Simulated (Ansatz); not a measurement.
Al: projected density of states with revPBE+D4

The system is Al.

```xyz
1
Lattice="0.0000 2.0248 2.0248 2.0248 0.0000 2.0248 2.0248 2.0248 0.0000" Properties=species:S:1:pos:R:3 pbc="T T T"
Al    0.0000    0.0000    0.0000
```

* Program: Ansatz 0.2.0
* Task: projected density of states
* Functional: revPBE
* Dispersion: D4
* Potentials or basis: all-electron LAPW, scalar-relativistic
* Cutoff: 115 eV (chosen from the basis error)
* Basis error allowed: 0.002 eV/atom
* k mesh: 11 × 11 × 11
* Occupations: fermi-dirac, width 0.05 eV
* Spin: collinear spin, ferromagnetic start
* Starting moments: [0.5] μB

```json
{"Pressure": "-4.6 GPa", "Band gap along the path": "none (metal or under the smearing width)", "Net moment": "0.00 μB per cell", "Absolute moment": "0.00 μB per cell"}
```

Levels at the corners of the path, in eV from the Fermi level:
Spin up:
| point | band 5 | band 6 | band 7 | band 8 | band 9 | band 10 |
| --- | --- | --- | --- | --- | --- | --- |
| Γ | -11.11 | 12.57 | 12.57 | 12.57 | 14.11 | 14.11 |
| X | -2.93 | -1.60 | 5.22 | 5.57 | 5.57 | 9.07 |
| W | -0.86 | -0.86 | 0.15 | 1.13 | 15.77 | 15.77 |
| K | -1.90 | -1.37 | -0.39 | 6.54 | 8.18 | 15.65 |
| Γ | -11.11 | 12.57 | 12.57 | 12.57 | 14.11 | 14.11 |
| L | -4.60 | -4.36 | 11.40 | 11.40 | 11.42 | 11.42 |
| U | -1.90 | -1.37 | -0.39 | 6.54 | 8.18 | 15.65 |
| W | -0.86 | -0.86 | 0.15 | 1.13 | 15.77 | 15.77 |
Spin down:
```tsv
point	band 5	band 6	band 7	band 8	band 9	band 10
Γ	-11.11	12.57	12.57	12.57	14.11	14.11
X	-2.93	-1.60	5.22	5.57	5.57	9.07
W	-0.86	-0.86	0.15	1.13	15.77	15.77
K	-1.90	-1.37	-0.39	6.54	8.18	15.65
Γ	-11.11	12.57	12.57	12.57	14.11	14.11
L	-4.60	-4.36	11.40	11.40	11.42	11.42
U	-1.90	-1.37	-0.39	6.54	8.18	15.65
W	-0.86	-0.86	0.15	1.13	15.77	15.77
```

States per cell in windows of 1 eV (zero at the Fermi level; states under -8 eV left out):
```
from (eV)    up  down  Al1 3p up  Al1 3p down  Al1 3s up  Al1 3s down  Al1 2s up  Al1 2s down
     -8.0  0.11  0.11       0.07         0.07       0.04         0.04       0.00         0.00
     -7.0  0.13  0.13       0.08         0.08       0.04         0.04       0.00         0.00
     -6.0  0.15  0.15       0.10         0.10       0.05         0.05       0.00         0.00
     -5.0  0.16  0.16       0.12         0.12       0.04         0.04       0.00         0.00
     -4.0  0.17  0.17       0.13         0.13       0.04         0.04       0.00         0.00
     -3.0  0.18  0.18       0.12         0.12       0.05         0.05       0.00         0.00
     -2.0  0.19  0.19       0.14         0.14       0.05         0.05       0.00         0.00
     -1.0  0.19  0.19       0.13         0.13       0.05         0.05       0.00         0.00
      0.0  0.21  0.21       0.13         0.13       0.06         0.06       0.00         0.00
      1.0  0.21  0.21       0.13         0.13       0.06         0.06       0.00         0.00
      2.0  0.23  0.23       0.13         0.13       0.06         0.06       0.00         0.00
      3.0  0.24  0.24       0.14         0.14       0.06         0.06       0.00         0.00
      4.0  0.26  0.26       0.16         0.16       0.06         0.06       0.00         0.00
      5.0  0.29  0.29       0.19         0.19       0.05         0.05       0.00         0.00
      6.0  0.28  0.28       0.18         0.18       0.04         0.04       0.00         0.00
      7.0  0.26  0.26       0.15         0.15       0.03         0.03       0.00         0.00
```

Wall time 7.5 s on 1 thread of Intel(R) Xeon(R) Platinum 8375C CPU @ 2.90GHz (Ice Lake), with other jobs on the host, peak memory 0.26 GiB.

Caveat: pairwise dispersion overbinds metals, which lowers pressure and volume; the starting moments weren't kept.
